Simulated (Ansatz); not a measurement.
## AlN (P6_3mc): the host for defect calculations

Before any defect goes in: AlN (P6_3mc) at rest, and how it screens a charge.

Method: plane-wave PAW DFT, PBEsol; relaxation of the host's cell and atoms; PAW set soft_1, in the first sound run; inputs show where later runs differ, in Ansatz 0.2.0.

Most raw output is cut from this account.

### Step 1. Set-up

The structure is hexagonal, space group P6_3mc (No. 186). The conventional cell has a = 3.129 Å, b = 3.129 Å, c = 5.017 Å, α = 90.00°, β = 90.00°, γ = 120.00°. Al has 4 N at 1.90 to 1.91 Å nearest. Nearest to N lie 4 Al at 1.90 to 1.91 Å. Farther neighbours and most contacts between anions are not listed.

As a file:

```
Al N
1.0
     3.12859    0.00000    0.00000
    -1.56429    2.70944    0.00000
     0.00000    0.00000    5.01696
Al N
2 2
Direct
  0.66667 0.33333 0.49929
  0.33333 0.66667 0.99929
  0.66667 0.33333 0.88071
  0.33333 0.66667 0.38071
```

### Step 2. Host cell relaxation

Lattice and positions are set free, within the symmetry that the program keeps.

Input file cell/input.yaml:

```yaml
crystal:
  lattice:
    - [3.1285881, 0.0, 0.0]
    - [-1.5642941, 2.7094368, 0.0]
    - [0.0, 0.0, 5.016955]
  atoms:
    - { symbol: Al, position: [0.66666667, 0.33333333, 0.499287] }
    - { symbol: Al, position: [0.33333333, 0.66666667, 0.999287] }
    - { symbol: "N", position: [0.66666667, 0.33333333, 0.880713] }
    - { symbol: "N", position: [0.33333333, 0.66666667, 0.380713] }
basis:
  ecutwfc: 420
  xc_grid: 2
hamiltonian:
  xc: pbesol
  pseudopotentials: { kind: paw, azcp: { folder: soft_1 }, xc_functional: pbe }
kpoints:
  mp_grid: { grid: [10, 10, 6] }
scf:
  occupations: { method: fixed }
  max_iter: 100
relax:
  f_tol: 0.005
  max_steps: 60
  cell: {}
output:
  forces: true
  stress: true
checkpoint:
  write: "../cell.run"
  compress: false
  write_wavefunctions: false
  write_every: 100000
```

Command:

```console
$ ansatz run input.yaml --threads 32 --pin off --max-ram 84787MiB --backend cuda --events-out ev --progress --plain --runs-dir out --max-vram 78GiB
```

It took 2.1 s on 1 × NVIDIA GB200 with 32 threads of Arm Neoverse V2, shared host; peak memory 0.88 GiB.

The steps of the relaxation:

```
step  energy less that of the first step (eV)  largest force component (eV/Å)  pressure (GPa)  volume (Å³)
   1                                   0.0000                          0.0060           -3.17        42.53
   2                                  -0.0058                          0.0063           -1.56        42.18
   3                                  -0.0080                          0.0024            0.04        41.84
  4*                                  -0.0069                          0.0024           -0.02        41.84
```

Relaxation steps marked * repeat the geometry before them on a plane-wave basis chosen anew for their cell, so energy and pressure can jump there.

The run keeps the 12 symmetry operations that it works with, so distortions that break them were not tested.

```
conventional cell, symmetrised  before  after  change
                         a (Å)   3.129  3.114  -0.5 %
                         b (Å)   3.129  3.114  -0.5 %
                         c (Å)   5.017  4.984  -0.7 %
              volume (Å³/atom)   10.63  10.46  -1.6 %
```

The relaxed structure:

```xyz
4
Lattice="3.1136 0.0000 0.0000 -1.5568 2.6965 0.0000 0.0000 0.0000 4.9837" Properties=species:S:1:pos:R:3 pbc="T T T"
Al    1.5568    0.8988    2.4870
Al    0.0000    1.7977    4.9788
N     1.5568    0.8988    4.3905
N     0.0000    1.7977    1.8986
```

Numbers from this step:

| Quantity | Value |
| --- | --- |
| pressure | -0.01951 GPa |

The relaxation ends with a largest force component of 0.0024 eV/Å and a pressure of -0.02 GPa.

### Step 3. Dielectric tensors of the host

The response to a uniform electric field gives the electronic dielectric tensor.

This step: plane-wave PAW DFPT, PBEsol; dielectric tensors, Born charges and zone-centre modes of the host; PAW set soft_1 (Ansatz 0.2.0).

Input file eps/input.yaml:

```yaml
crystal:
  lattice:
    - [3.1136073585, 2.87e-08, 0.0]
    - [-1.5568037041, 2.6964630555, 0.0]
    - [0.0, 0.0, 4.9836767961]
  atoms:
    - { symbol: Al, position: [0.6666666667, 0.3333333333, 0.4990341637] }
    - { symbol: Al, position: [0.3333333333, 0.6666666667, 0.9990341637] }
    - { symbol: "N", position: [0.6666666667, 0.3333333333, 0.8809658363] }
    - { symbol: "N", position: [0.3333333333, 0.6666666667, 0.3809658363] }
basis:
  ecutwfc: 420
hamiltonian:
  xc: pbesol
  pseudopotentials: { kind: paw, azcp: { folder: soft_1 }, xc_functional: pbe }
kpoints:
  mp_grid: { grid: [9, 9, 5] }
scf:
  occupations: { method: fixed }
  max_iter: 100
phonons:
  method: dfpt
  dielectric: true
  rigid_motions: translations
```

It took 6.3 s on 1 × NVIDIA GB200 with 32 threads; peak memory 1.2 GiB.

Electronic dielectric tensor:

```
4.50 0.00 0.00
0.00 4.50 0.00
0.00 0.00 4.73
```

Static dielectric tensor:

```
8.20 0.00 0.00
0.00 8.20 0.00
0.00 0.00 9.74
```

The principal values of the electronic dielectric tensor are 4.50, 4.50 and 4.73. The principal values of the static dielectric tensor are 8.20, 8.20 and 9.74.

### Step 4. Defect free supercell relaxed in its symmetry

This cell, the one that will hold the defects, is built from the relaxed host. Its coarser k-points can move the atoms a little, so it is relaxed from the symmetric sites, as the reference for the test of stability.

This step: plane-wave PAW DFT, PBEsol; relaxation of the defect-free supercell in its symmetry; PAW set soft_1 (Ansatz 0.2.0).

System of this step: AlN (P6_3mc). The cell holds 128 atoms: 64 Al and 64 N. Its edges and angles: a = 14.686 Å, b = 14.686 Å, c = 11.753 Å, α = 125.1°, β = 125.1°, γ = 94.5°.

Input file pristine.symmetric/input.yaml:

```yaml
crystal:
  lattice:
    - [-9.3408221251, 5.3929260535, 9.9673535922]
    - [9.3408221251, -5.3929260535, 9.9673535922]
    - [3.1136073087, 5.3929261684, -9.9673535922]
  atoms:
    - { symbol: Al, position: [0.2080918742, 0.0414252076, 0.0] }
    - { symbol: Al, position: [0.2080918742, 0.2914252076, 0.25] }
    - { symbol: Al, position: [0.4580918742, 0.0414252076, 0.25] }
    - { symbol: Al, position: [0.4580918742, 0.2914252076, 0.0] }
    - { symbol: Al, position: [0.1664252076, 0.0830918742, 0.25] }
    - { symbol: Al, position: [0.1664252076, 0.3330918742, 0.0] }
    - { symbol: Al, position: [0.4164252076, 0.0830918742, 0.0] }
    - { symbol: Al, position: [0.4164252076, 0.3330918742, 0.25] }
    - { symbol: "N", position: [0.0535747924, 0.1369081258, 0.25] }
    - { symbol: "N", position: [0.0535747924, 0.3869081258, 0.0] }
    - { symbol: "N", position: [0.3035747924, 0.1369081258, 0.0] }
    - { symbol: "N", position: [0.3035747924, 0.3869081258, 0.25] }
    - { symbol: "N", position: [0.0119081258, 0.1785747924, 0.0] }
    - { symbol: "N", position: [0.0119081258, 0.4285747924, 0.25] }
    - { symbol: "N", position: [0.2619081258, 0.1785747924, 0.25] }
    - { symbol: "N", position: [0.2619081258, 0.4285747924, 0.0] }
    - { symbol: Al, position: [0.2080918742, 0.0414252076, 0.5] }
    - { symbol: Al, position: [0.2080918742, 0.2914252076, 0.75] }
    - { symbol: Al, position: [0.4580918742, 0.0414252076, 0.75] }
    - { symbol: Al, position: [0.4580918742, 0.2914252076, 0.5] }
    - { symbol: Al, position: [0.1664252076, 0.0830918742, 0.75] }
    - { symbol: Al, position: [0.1664252076, 0.3330918742, 0.5] }
    - { symbol: Al, position: [0.4164252076, 0.0830918742, 0.5] }
    - { symbol: Al, position: [0.4164252076, 0.3330918742, 0.75] }
    - { symbol: "N", position: [0.0535747924, 0.1369081258, 0.75] }
    - { symbol: "N", position: [0.0535747924, 0.3869081258, 0.5] }
    - { symbol: "N", position: [0.3035747924, 0.1369081258, 0.5] }
    - { symbol: "N", position: [0.3035747924, 0.3869081258, 0.75] }
    - { symbol: "N", position: [0.0119081258, 0.1785747924, 0.5] }
    - { symbol: "N", position: [0.0119081258, 0.4285747924, 0.75] }
    - { symbol: "N", position: [0.2619081258, 0.1785747924, 0.75] }
    - { symbol: "N", position: [0.2619081258, 0.4285747924, 0.5] }
    - { symbol: Al, position: [0.2080918742, 0.5414252076, 0.0] }
    - { symbol: Al, position: [0.2080918742, 0.7914252076, 0.25] }
    - { symbol: Al, position: [0.4580918742, 0.5414252076, 0.25] }
    - { symbol: Al, position: [0.4580918742, 0.7914252076, 0.0] }
    - { symbol: Al, position: [0.1664252076, 0.5830918742, 0.25] }
    - { symbol: Al, position: [0.1664252076, 0.8330918742, 0.0] }
    - { symbol: Al, position: [0.4164252076, 0.5830918742, 0.0] }
    - { symbol: Al, position: [0.4164252076, 0.8330918742, 0.25] }
    - { symbol: "N", position: [0.0535747924, 0.6369081258, 0.25] }
    - { symbol: "N", position: [0.0535747924, 0.8869081258, 0.0] }
    - { symbol: "N", position: [0.3035747924, 0.6369081258, 0.0] }
    - { symbol: "N", position: [0.3035747924, 0.8869081258, 0.25] }
    - { symbol: "N", position: [0.0119081258, 0.6785747924, 0.0] }
    - { symbol: "N", position: [0.0119081258, 0.9285747924, 0.25] }
    - { symbol: "N", position: [0.2619081258, 0.6785747924, 0.25] }
    - { symbol: "N", position: [0.2619081258, 0.9285747924, 0.0] }
    - { symbol: Al, position: [0.2080918742, 0.5414252076, 0.5] }
    - { symbol: Al, position: [0.2080918742, 0.7914252076, 0.75] }
    - { symbol: Al, position: [0.4580918742, 0.5414252076, 0.75] }
    - { symbol: Al, position: [0.4580918742, 0.7914252076, 0.5] }
    - { symbol: Al, position: [0.1664252076, 0.5830918742, 0.75] }
    - { symbol: Al, position: [0.1664252076, 0.8330918742, 0.5] }
    - { symbol: Al, position: [0.4164252076, 0.5830918742, 0.5] }
    - { symbol: Al, position: [0.4164252076, 0.8330918742, 0.75] }
    - { symbol: "N", position: [0.0535747924, 0.6369081258, 0.75] }
    - { symbol: "N", position: [0.0535747924, 0.8869081258, 0.5] }
    - { symbol: "N", position: [0.3035747924, 0.6369081258, 0.5] }
    - { symbol: "N", position: [0.3035747924, 0.8869081258, 0.75] }
    - { symbol: "N", position: [0.0119081258, 0.6785747924, 0.5] }
    - { symbol: "N", position: [0.0119081258, 0.9285747924, 0.75] }
    - { symbol: "N", position: [0.2619081258, 0.6785747924, 0.75] }
    - { symbol: "N", position: [0.2619081258, 0.9285747924, 0.5] }
    - { symbol: Al, position: [0.7080918742, 0.0414252076, 0.0] }
    - { symbol: Al, position: [0.7080918742, 0.2914252076, 0.25] }
    - { symbol: Al, position: [0.9580918742, 0.0414252076, 0.25] }
    - { symbol: Al, position: [0.9580918742, 0.2914252076, 0.0] }
    - { symbol: Al, position: [0.6664252076, 0.0830918742, 0.25] }
    - { symbol: Al, position: [0.6664252076, 0.3330918742, 0.0] }
    - { symbol: Al, position: [0.9164252076, 0.0830918742, 0.0] }
    - { symbol: Al, position: [0.9164252076, 0.3330918742, 0.25] }
    - { symbol: "N", position: [0.5535747924, 0.1369081258, 0.25] }
    - { symbol: "N", position: [0.5535747924, 0.3869081258, 0.0] }
    - { symbol: "N", position: [0.8035747924, 0.1369081258, 0.0] }
    - { symbol: "N", position: [0.8035747924, 0.3869081258, 0.25] }
    - { symbol: "N", position: [0.5119081258, 0.1785747924, 0.0] }
    - { symbol: "N", position: [0.5119081258, 0.4285747924, 0.25] }
    - { symbol: "N", position: [0.7619081258, 0.1785747924, 0.25] }
    - { symbol: "N", position: [0.7619081258, 0.4285747924, 0.0] }
    - { symbol: Al, position: [0.7080918742, 0.0414252076, 0.5] }
    - { symbol: Al, position: [0.7080918742, 0.2914252076, 0.75] }
    - { symbol: Al, position: [0.9580918742, 0.0414252076, 0.75] }
    - { symbol: Al, position: [0.9580918742, 0.2914252076, 0.5] }
    - { symbol: Al, position: [0.6664252076, 0.0830918742, 0.75] }
    - { symbol: Al, position: [0.6664252076, 0.3330918742, 0.5] }
    - { symbol: Al, position: [0.9164252076, 0.0830918742, 0.5] }
    - { symbol: Al, position: [0.9164252076, 0.3330918742, 0.75] }
    - { symbol: "N", position: [0.5535747924, 0.1369081258, 0.75] }
    - { symbol: "N", position: [0.5535747924, 0.3869081258, 0.5] }
    - { symbol: "N", position: [0.8035747924, 0.1369081258, 0.5] }
    - { symbol: "N", position: [0.8035747924, 0.3869081258, 0.75] }
    - { symbol: "N", position: [0.5119081258, 0.1785747924, 0.5] }
    - { symbol: "N", position: [0.5119081258, 0.4285747924, 0.75] }
    - { symbol: "N", position: [0.7619081258, 0.1785747924, 0.75] }
    - { symbol: "N", position: [0.7619081258, 0.4285747924, 0.5] }
    - { symbol: Al, position: [0.7080918742, 0.5414252076, 0.0] }
    - { symbol: Al, position: [0.7080918742, 0.7914252076, 0.25] }
    - { symbol: Al, position: [0.9580918742, 0.5414252076, 0.25] }
    - { symbol: Al, position: [0.9580918742, 0.7914252076, 0.0] }
    - { symbol: Al, position: [0.6664252076, 0.5830918742, 0.25] }
    - { symbol: Al, position: [0.6664252076, 0.8330918742, 0.0] }
    - { symbol: Al, position: [0.9164252076, 0.5830918742, 0.0] }
    - { symbol: Al, position: [0.9164252076, 0.8330918742, 0.25] }
    - { symbol: "N", position: [0.5535747924, 0.6369081258, 0.25] }
    - { symbol: "N", position: [0.5535747924, 0.8869081258, 0.0] }
    - { symbol: "N", position: [0.8035747924, 0.6369081258, 0.0] }
    - { symbol: "N", position: [0.8035747924, 0.8869081258, 0.25] }
    - { symbol: "N", position: [0.5119081258, 0.6785747924, 0.0] }
    - { symbol: "N", position: [0.5119081258, 0.9285747924, 0.25] }
    - { symbol: "N", position: [0.7619081258, 0.6785747924, 0.25] }
    - { symbol: "N", position: [0.7619081258, 0.9285747924, 0.0] }
    - { symbol: Al, position: [0.7080918742, 0.5414252076, 0.5] }
    - { symbol: Al, position: [0.7080918742, 0.7914252076, 0.75] }
    - { symbol: Al, position: [0.9580918742, 0.5414252076, 0.75] }
    - { symbol: Al, position: [0.9580918742, 0.7914252076, 0.5] }
    - { symbol: Al, position: [0.6664252076, 0.5830918742, 0.75] }
    - { symbol: Al, position: [0.6664252076, 0.8330918742, 0.5] }
    - { symbol: Al, position: [0.9164252076, 0.5830918742, 0.5] }
    - { symbol: Al, position: [0.9164252076, 0.8330918742, 0.75] }
    - { symbol: "N", position: [0.5535747924, 0.6369081258, 0.75] }
    - { symbol: "N", position: [0.5535747924, 0.8869081258, 0.5] }
    - { symbol: "N", position: [0.8035747924, 0.6369081258, 0.5] }
    - { symbol: "N", position: [0.8035747924, 0.8869081258, 0.75] }
    - { symbol: "N", position: [0.5119081258, 0.6785747924, 0.5] }
    - { symbol: "N", position: [0.5119081258, 0.9285747924, 0.75] }
    - { symbol: "N", position: [0.7619081258, 0.6785747924, 0.75] }
    - { symbol: "N", position: [0.7619081258, 0.9285747924, 0.5] }
basis:
  ecutwfc: 420
  xc_grid: 2
hamiltonian:
  xc: pbesol
  pseudopotentials: { kind: paw, azcp: { folder: soft_1 }, xc_functional: pbe }
kpoints:
  mp_grid: { grid: [1, 1, 1] }
scf:
  occupations: { method: fermi_dirac, width: 0.01 }
  max_iter: 100
  lower_state_search: "off"
output:
  forces: true
relax:
  f_tol: 0.015
  max_steps: 60
  escape_saddle: false
checkpoint:
  write: "../pristine.symmetric.run"
  compress: false
  write_wavefunctions: false
  write_every: 100000
```

It took 1.9 s on 1 × NVIDIA GB200 with 32 threads; peak memory 1.2 GiB.

No atom moved by 0.005 Å in the relaxation.

### Step 5. Defect free supercell relaxed from displaced atoms

This step: plane-wave PAW DFT, PBEsol; relaxation of the defect-free supercell from random displacements, a test of the host's stability; PAW set soft_1 (Ansatz 0.2.0).

pristine.rattled/input.yaml, as its differences from pristine.symmetric/input.yaml of step 4:

```diff
@@ -150,6 +150,6 @@
   f_tol: 0.015
-  max_steps: 60
-  escape_saddle: false
+  max_steps: 120
+  random_displacement: { amplitude: 0.06, seed: 3947 }
 checkpoint:
-  write: "../pristine.symmetric.run"
+  write: "../pristine.rattled.run"
   compress: false
```

Elapsed: 3.7 s, on 1 × NVIDIA GB200 with 32 threads; peak memory 1.1 GiB.

Relaxation path:

```
step  energy less that of the first step (eV)  largest force component (eV/Å)
   1                                   0.0000                          2.3600
   2                                  -3.2970                          1.1733
   3                                  -4.7282                          0.0193
   4                                  -4.7282                          0.0192
   5                                  -4.7283                          0.0069
```

The relaxation ends 37 meV an atom lower than the displaced start, with a largest force component of 0.0069 eV/Å.

### Step 6. Host on a dense mesh

This step: plane-wave PAW DFT, PBEsol; single point of the defect-free host, a test of the k-point sampling; PAW set soft_1 (Ansatz 0.2.0).

System of this step: AlN (P6_3mc). Symmetry: P6_3mc, No. 186, hexagonal system. Conventional cell: a = 3.114 Å, b = 3.114 Å, c = 4.984 Å, α = 90.00°, β = 90.00°, γ = 120.00°. Al has 4 N at 1.89 to 1.90 Å nearest. Nearest to N lie 4 Al at 1.89 to 1.90 Å. Farther neighbours and most contacts between anions are not listed.

dense/input.yaml, as its differences from eps/input.yaml of step 3:

```diff
@@ -12,2 +12,3 @@
   ecutwfc: 420
+  xc_grid: 2
 hamiltonian:
@@ -16,9 +17,11 @@
 kpoints:
-  mp_grid: { grid: [9, 9, 5] }
+  mp_grid: { grid: [10, 10, 6] }
 scf:
-  occupations: { method: fixed }
+  occupations: { method: fermi_dirac, width: 0.01 }
   max_iter: 100
-phonons:
-  method: dfpt
-  dielectric: true
-  rigid_motions: translations
+  lower_state_search: "off"
+checkpoint:
+  write: "../dense.run"
+  compress: false
+  write_wavefunctions: false
+  write_every: 100000
```

Wall time 0.84 s (1 × NVIDIA GB200 with 32 threads); peak memory 0.92 GiB; 2.1 s of CPU time.

### Step 7. Defect free supercell at the zone centre

The supercell is run at the zone centre, to see how far that sampling misses the dense mesh.

System of this step: AlN (P6_3mc). The cell holds 128 atoms: 64 Al and 64 N. Its edges and angles: a = 14.686 Å, b = 14.686 Å, c = 11.753 Å, α = 125.1°, β = 125.1°, γ = 94.5°.

pristine.sampling_gamma/input.yaml, as its differences from pristine.rattled/input.yaml of step 5:

```diff
@@ -146,10 +146,4 @@
   lower_state_search: "off"
-output:
-  forces: true
-relax:
-  f_tol: 0.015
-  max_steps: 120
-  random_displacement: { amplitude: 0.06, seed: 3947 }
 checkpoint:
-  write: "../pristine.rattled.run"
+  write: "../pristine.sampling_gamma.run"
   compress: false
```

Wall time 1.2 s (1 × NVIDIA GB200 with 32 threads); peak memory 1.1 GiB; 3.4 s of CPU time.

### Step 8. Results

| Item | Value |
| --- | --- |
| primitive cell vectors, lengths | 3.114, 3.114, 4.984 Å |
| electronic dielectric constant | principal values (4.50, 4.50, 4.73) |
| static dielectric constant | principal values (8.20, 8.20, 9.74) |
| gap on the k-mesh of the response run (PBEsol) | 4.10 eV |
| supercell relaxed in its symmetry less the displaced and relaxed one | 0.000 eV |
| energy an atom at the zone centre alone less that on the dense mesh | 0.008 eV |

**Reading.** Step 5: The energy fell by 4.728 eV from the randomly displaced start; the atoms end within 0.005 Å of the sites as typed, once the mean shift is taken out. The displaced cell ends within 0.01 eV of the symmetric one relaxed in its symmetry, so no lower structure shows in this supercell. The k-mesh can miss the band edges, so this gap is an upper bound at this level. All at zero temperature.

[Logs are printed without paths, hosts, clocks, repeated set-up lines and the standing remarks that a program may print on its own settings, such as how far it seeks lower states.]

[Hosts, paths, dates, database ids (printed as entryN), source tags and the programs' standing remarks are cut or masked in the printed files.]

[Runs of the host that timed out are not shown.]

[For some hosts the program warned that the k-mesh of the response run may be too coarse for force constants and the static dielectric constant; such warnings are not always shown.]
